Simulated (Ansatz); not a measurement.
V:

```xyz
1
Lattice="-1.5144 1.5144 1.5144 1.5144 -1.5144 1.5144 1.5144 1.5144 -1.5144" Properties=species:S:1:pos:R:3 pbc="T T T"
V     0.0000    0.0000    0.0000
```

Base run:

```yaml
Program: Ansatz 0.2.0
Functional: PBE
Potentials_or_basis: all-electron LAPW, scalar-relativistic
Cutoff: 258 eV
Density_cutoff: 1030 eV
Basis_error_allowed: 0.001 eV/atom
k_mesh: 12 × 12 × 12
Occupations: fermi-dirac, width 0.05 eV
Spin: collinear spin, ferromagnetic start
Starting_moments: "[2.0] μB"
```

Its results: pressure -5.4 GPa; net moment 0.00 μB per cell.

**Question.** The run is repeated on the same cell with these changes: occupations from fermi-dirac, width 0.05 eV to gaussian, width 0.028 eV. What comes out?

**Answer.** Pressure -5.3 GPa; net moment 0.12 μB per cell; site moments V +0.11 μB.

Not every run made on this cell is shown here.
